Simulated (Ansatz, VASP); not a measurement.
**Sr: VASP beside Ansatz**

Contents of INCAR:

```
ALGO = Normal
EDIFF = 1E-7
ENCUT = 520
GGA = CA
ISIF = 2
ISMEAR = 0
LASPH = True
LCHARG = True
LELF = True
LREAL = False
LVHAR = True
LWAVE = False
NBANDS = 17
NELM = 100
PREC = Accurate
SIGMA = 0.15
```

The input KPOINTS:

```
k-points
0
Gamma
  15 15 8
```

Contents of POSCAR:

```
Sr
1.0
    4.0514002074      0.0000000000      0.0000000000
   -2.0257001037      3.5086155005      0.0000000000
    0.0000000000      0.0000000000      7.0500000000
Sr
2
Direct
    0.3333333333      0.6666666667      0.2500000000
    0.6666666667      0.3333333333      0.7500000000
```

Input for Ansatz:

```yaml
crystal:
  lattice:
    - [4.0514002074, 0.0, 0.0]
    - [-2.0257001037, 3.5086155005, 0.0]
    - [0.0, 0.0, 7.05]
  atoms:
    - { symbol: Sr, position: [0.3333333333, 0.6666666667, 0.25] }
    - { symbol: Sr, position: [0.6666666667, 0.3333333333, 0.75] }
basis:
  ecutwfc: 420
kpoints:
  mp_grid: { grid: [15, 15, 8] }
hamiltonian:
  xc: lda
scf:
  occupations: { method: gaussian, width: 0.15 }
output:
  forces: true
  stress: true
  eigenvalues: true
```

Change from the starting cell: strain -0.0600 x Voigt [1, 1, 0, 0, 0, 0], atoms carried along.

Alike in both runs: task single point; functional LDA; k mesh 15 × 15 × 8; occupations gaussian, width 0.15 eV; no spin polarisation.

|  | VASP | Ansatz |
| --- | --- | --- |
| version | VASP 6.6.1 | Ansatz 0.2.0 |
| potentials or method | VASP PAW LDA potentials, release 64 (Sr_sv) | scalar-relativistic, plane waves, PAW |
| plane-wave cutoff (eV) | 520 | 420 |
| valence electrons in the cell | 20 | 20 |

|  | VASP | Ansatz | Ansatz less VASP |
| --- | --- | --- | --- |
| gap on the k mesh at the Fermi level (eV) | none | none | - |
| pressure (GPa) | -0.3 | -0.3 | +0.01 |
| largest component of the traceless stress (GPa) | 1.04 | 1.03 | -0.006 |

A gap of «none» marks a metal or a gap that the smearing closes.
